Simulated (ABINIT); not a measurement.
Ti:

```xyz
1
Lattice="-1.6410 1.6410 1.6410 1.6410 -1.6410 1.6410 1.6410 1.6410 -1.6410" Properties=species:S:1:pos:R:3 pbc="T T T"
Ti    0.0000    0.0000    0.0000
```

This isn't the form of Ti at room conditions, which is hcp.

Base run:

| Quantity | Value |
| --- | --- |
| Program | ABINIT 10.8.3 (patched build) |
| Functional | rPW86PBE |
| Potentials or basis | JTH PAW PBE v2.0 |
| Cutoff | 408 eV |
| k mesh | 11 × 11 × 11 |
| Occupations | fermi-dirac, width 0.05 eV |
| Spin | no spin polarisation |

Its results: band gap on the k mesh none (metal or under the smearing width); pressure -0.1 GPa.

Problem. The run is repeated on the same cell with these changes: functional from rPW86PBE to RPBE. What comes out?

Solution. Band gap on the k mesh none (metal or under the smearing width); pressure 0.8 GPa.

Caveats: the PAW data sets were made with another functional, which shifts forces and pressure a little.
